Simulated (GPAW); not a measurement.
A run of GPAW 26.7.0:

The input run.py:

```python
from ase import Atoms
from ase.dft.bandgap import bandgap
from ase.io import write
from gpaw import GPAW, PW
from gpaw.response.df import DielectricFunction

atoms = Atoms(['Mo'],
              cell=[[2.8244807, -0.01805164, -0.0483609],
                    [-1.42787353, 2.31754618, 0.01455227],
                    [-0.04517286, -0.01038477, 2.53733083]],
              scaled_positions=[[0.0, 0.0, 0.5]],
              pbc=True)

calc = GPAW(mode=PW(400),
            xc='PBE',
            kpts={'size': (9, 9, 8), 'gamma': True},
            occupations={'name': 'fermi-dirac', 'width': 0.05},
            nbands=16,
            convergence={'density': 1e-06},
            maxiter=150,
            txt='gpaw.txt')
atoms.calc = calc
energy = atoms.get_potential_energy()
calc.write('gs.gpw')
write('result.traj', atoms)
print(f'Energy: {energy:.6f} eV')
print('Fermi level:', round(calc.get_fermi_level(), 4), 'eV')
print(f'Gap: {bandgap(calc)[0]:.4f} eV, direct: {bandgap(calc, direct=True)[0]:.4f} eV')

dense = calc.fixed_density(kpts={'size': (15, 16, 14), 'gamma': True},
                           nbands=23, convergence={'bands': 17, 'eigenstates': 1e-7},
                           update_fermi_level=True, txt='dense.txt')
dense.write('dense.gpw', mode='all')

df = DielectricFunction('dense.gpw', frequencies={'type': 'nonlinear', 'domega0': 0.05, 'omega2': 10},
                        eta=0.1, ecut=50, nbands=17, rate='eta', txt='df.txt')
for direction in ['x', 'y', 'z']:
    df.get_dielectric_function(xc='RPA', direction=direction, filename=f'df_{direction}.csv')
```

Potentials or basis: GPAW PAW data sets (gpaw-data 1.2.1), pw.

Run with:

```sh
$ OMP_NUM_THREADS=1 python run.py
```

Hardware: 1 thread of Arm Neoverse V1 (shared host).

Q: Estimate the wall time of this run.

A: Run time: 3.5 min on 1 thread of Arm Neoverse V1, with other jobs on the host, peak memory 0.6 GiB. Counts: scf iterations 16, plane waves 316, bands 16, k points 325.
